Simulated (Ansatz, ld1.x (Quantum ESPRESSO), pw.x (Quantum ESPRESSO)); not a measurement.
What a changed setting does to a pw.x run (bcc Sr)

Potential: norm-conserving Troullier–Martins (Kleinman–Bylander form), ld1.x (Quantum ESPRESSO) 7.5, PBE; core [Kr], reference 4d0 5s1.5 5p0.5; waves: 5p (bound): rc 3.45 bohr; 4d (bound, empty): rc 3.05 bohr; 5s (bound): rc 3.75 bohr; local part: the s channel; core correction: Bessel-smoothed model core inside 2.90 bohr.

The reference run (k-mesh 10³, cutoffs 50/200 Ry, Fermi–Dirac 0.01 Ry, mixing_beta 0.4, conv_thr 1e-9, no spin) gives 0.15 GPa at 54.586 Å³/atom, where all-electron LAPW gives 0.01 GPa. This run, with its own iteration cap, changes mixing_ndim to 2.

```
&control
  calculation='scf', prefix='x', pseudo_dir='./', outdir='./tmp', tstress=.true., disk_io='none'
/
&system
  ibrav=0, nat=1, ntyp=1, ecutwfc=50, ecutrho=200, nbnd=8,
  occupations='smearing', smearing='fd', degauss=0.01
/
&electrons
  conv_thr=1e-09, mixing_beta=0.4, electron_maxstep=50, mixing_ndim=2
/
ATOMIC_SPECIES
Sr 1.0 Sr.UPF
CELL_PARAMETERS angstrom
  -2.38968373 2.38968373 2.38968373
  2.38968373 -2.38968373 2.38968373
  2.38968373 2.38968373 -2.38968373
ATOMIC_POSITIONS crystal
Sr 0.0000 0.0000 0.0000
K_POINTS automatic
10 10 10 0 0 0
```

```bash
pw.x < Sr.scf.in > Sr.scf.out
```

Task: How does the run end?

Result: It converges in 6 iterations; the free energy moves by +0.0 meV/atom and the pressure by +0.00 GPa. The result is that of the reference run.

```
Message from routine setup:
     using ibrav=0 with symmetry is DISCOURAGED, use correct ibrav instead
     lattice parameter (alat)  =       7.8217  a.u.
     unit-cell volume          =     368.3646 (a.u.)^3
     number of electrons       =         2.00
     number of Kohn-Sham states=            8
     kinetic-energy cutoff     =      50.0000  Ry
     charge density cutoff     =     200.0000  Ry
     scf convergence threshold =      1.0E-09
     Exchange-correlation= PBE
     number of k points=    47  Fermi-Dirac smearing, width (Ry)=  0.0100
     iteration #  1     ecut=    50.00 Ry     beta= 0.40
     c_bands:  2 eigenvalues not converged
     total energy              =      -4.92143194 Ry
     estimated scf accuracy    <       0.00055822 Ry
     iteration #  2     ecut=    50.00 Ry     beta= 0.40
     total energy              =      -4.92161513 Ry
     estimated scf accuracy    <       0.00022256 Ry
     iteration #  3     ecut=    50.00 Ry     beta= 0.40
     total energy              =      -4.92162748 Ry
     estimated scf accuracy    <       0.00000024 Ry
     iteration #  4     ecut=    50.00 Ry     beta= 0.40
     c_bands:  1 eigenvalues not converged
     total energy              =      -4.92162860 Ry
     estimated scf accuracy    <       0.00000018 Ry
     iteration #  5     ecut=    50.00 Ry     beta= 0.40
     total energy              =      -4.92162857 Ry
     estimated scf accuracy    <       0.00000050 Ry
     iteration #  6     ecut=    50.00 Ry     beta= 0.40
     the Fermi energy is     1.8811 ev
!    total energy              =      -4.92162860 Ry
     estimated scf accuracy    <          5.1E-10 Ry
     smearing contrib. (-TS)   =      -0.00608656 Ry
     The total energy is F=E-TS. E is the sum of the following terms:
     one-electron contribution =       1.08922657 Ry
     hartree contribution      =       0.00352413 Ry
     xc contribution           =      -4.39653181 Ry
     ewald contribution        =      -1.61176092 Ry
     convergence has been achieved in   6 iterations
          total   stress  (Ry/bohr**3)                   (kbar)     P=        1.52
     Message from routine punch:
     Nothing written, as per user request (disk_io='none')
```

The run took about 9.7 s on one core of a shared host (Neoverse-V1, 32 threads, 247 GiB, load 24).
